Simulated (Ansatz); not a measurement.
**An Ansatz input for ZnS**

```yaml
crystal:
  lattice:
    - [3.806330618, 0.0, 0.0]
    - [-1.903165309, 3.2963790104, 0.0]
    - [0.0, 0.0, 24.91097672]
  atoms:
    - { symbol: Zn, position: [0.3333333333, 0.6666666667, 0.1248427] }
    - { symbol: Zn, position: [0.0, 0.0, 0.0002512] }
    - { symbol: Zn, position: [0.6666666667, 0.3333333333, 0.62480889] }
    - { symbol: Zn, position: [0.6666666667, 0.3333333333, 0.8752558] }
    - { symbol: Zn, position: [0.0, 0.0, 0.75001024] }
    - { symbol: Zn, position: [0.3333333333, 0.6666666667, 0.37527448] }
    - { symbol: Zn, position: [0.0, 0.0, 0.49995907] }
    - { symbol: Zn, position: [0.6666666667, 0.3333333333, 0.2499696] }
    - { symbol: S, position: [0.6666666667, 0.3333333333, 0.34388891] }
    - { symbol: S, position: [0.6666666667, 0.3333333333, 0.9690531] }
    - { symbol: S, position: [0.3333333333, 0.6666666667, 0.21848797] }
    - { symbol: S, position: [0.0, 0.0, 0.59353552] }
    - { symbol: S, position: [0.0, 0.0, 0.09379009] }
    - { symbol: S, position: [0.0, 0.0, 0.84379911] }
    - { symbol: S, position: [0.3333333333, 0.6666666667, 0.46887757] }
    - { symbol: S, position: [0.6666666667, 0.3333333333, 0.71859274] }
kpoints:
  mp_grid: { grid: [8, 8, 2] }
scf:
  occupations: { method: fermi_dirac, width: 0.02 }
  max_iter: 60
hamiltonian:
  xc: pbe
  pseudopotentials: { kind: nc }
output:
  forces: true
  stress: true
  populations: true
  efg:
    quadrupole_moments_barn: { Zn: 0.122, S: -0.0694 }
    contact_densities: true
magnetization:
  spin_polarized: true
  spin_orbit: true
```

```sh
ansatz run input.yaml --threads 1 --pin off --max-ram 2560MiB --backend cpu --events-out ev --progress --plain --runs-dir out
```

Question: Does this calculation finish, and if not, why?

Answer: The input was rejected before any iteration. The input holds spin-orbit coupling on scalar files. The program says:

```
Error: 3 input errors — fix all and re-run
  1. inconsistent input (magnetization.spin_orbit, magnetization.noncollinear): true requires noncollinear: true — spin–orbit coupling acts on 2-spinor wavefunctions; set both flags
  2. inconsistent input (magnetization.spin_orbit, hamiltonian.pseudopotentials.kind): true requires a fully-relativistic hamiltonian.pseudopotentials.kind (nc_fr or paw_fr), or kind: all_electron without datasets and azcp, which then solves Dirac's equation on LAPW. paw_fr resolves this project's PAW files (source: ansatz) by j as it reads them
```

Against a sound input the change was `magnetization`: not typed → {spin_polarized: true, spin_orbit: true}; `hamiltonian.pseudopotentials`: {kind: paw} → {kind: nc}; `scf.max_iter`: not typed → 60.

With the sound settings the run converges and gives V_zz (10²¹ V/m²) Zn1 0.095 (η 0.00), Zn2 0.057 (η 0.00), Zn3 -0.010 (η 0.00), Zn4 -0.009 (η 0.00), Zn5 0.028 (η 0.00), Zn7 0.059 (η 0.00), among others; a site carries the number of its first atom in the input.
